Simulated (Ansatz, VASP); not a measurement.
## Two plane-wave programs on SnTe

The input INCAR:

```
PREC     = Accurate       # precision mode
ENCUT    = 600            # plane-wave cutoff, eV
EDIFF    = 1E-6           # SCF threshold, eV
ISMEAR   = 0              # smearing method
SIGMA    = 0.01           # smearing width, eV
LREAL    = F              # projectors in reciprocal space
LASPH    = T              # aspherical terms in the spheres
NELM     = 80             # most SCF steps
ALGO     = Normal         # electronic algorithm
ISIF     = 3              # what is computed and relaxed
LWAVE    = F              # write WAVECAR
LCHARG   = F              # write CHGCAR
IBRION   = 2              # ionic algorithm
NSW      = 100            # ionic steps
EDIFFG   = -0.005         # ionic threshold
```

KPOINTS

```
Automatic mesh
0
Gamma
  10 10 10
```

File POSCAR:

```
SnTe
1.0
    0.0000000000      3.1508500000      3.1508500000
    3.1508500000      0.0000000000      3.1508500000
    3.1508500000      3.1508500000      0.0000000000
Sn Te
1 1
Direct
    0.0000000000      0.0000000000      0.0000000000
    0.5000000000      0.5000000000      0.5000000000
```

Input for Ansatz:

```yaml
crystal:
  lattice:
    - [0.0, 3.15085, 3.15085]
    - [3.15085, 0.0, 3.15085]
    - [3.15085, 3.15085, 0.0]
  atoms:
    - { symbol: Sn, position: [0.0, 0.0, 0.0] }
    - { symbol: Te, position: [0.5, 0.5, 0.5] }
basis:
  ecutwfc: 420
kpoints:
  mp_grid: { grid: [10, 10, 10] }
hamiltonian:
  xc: lda
scf:
  occupations: { method: gaussian, width: 0.01 }
output:
  forces: true
  stress: true
  eigenvalues: true
relax:
  adjacent_minimum: "off"
  f_tol: 0.005
  max_steps: 80
  cell: { stress_tol: 0.05 }
```

Alike in both runs: task relaxation of cell and atoms; functional LDA; k mesh 10 × 10 × 10; occupations gaussian, width 0.01 eV; no spin polarisation.

```csv
,VASP,Ansatz
version,VASP 6.6.1,Ansatz 0.2.0
potentials or method,"VASP PAW LDA potentials, release 64 (Sn_d, Te)","scalar-relativistic, plane waves, PAW"
plane-wave cutoff (eV),600,420
valence electrons in the cell,20,30
```

|  | VASP | Ansatz | Ansatz less VASP |
| --- | --- | --- | --- |
| gap on the k mesh at the Fermi level, each at its own relaxed structure (eV) | 0.21 | 0.20 | -0.009 |
| relaxed volume (Å³/atom) | 30.36 | 30.32 | -0.037 |
| relaxed cell length with the largest relative difference (Å) | 4.412 | 4.410 | -0.0018 |
| energy change over the relaxation (meV/atom) | -4 | -5 | -0.5 |

The two sets of potentials don't hold the same shells in valence.

Caveats: spin-orbit coupling is left out, which moves the levels of the heavy elements. LDA usually gives volumes a few per cent too small. Zero-point motion and thermal expansion aren't in these numbers.
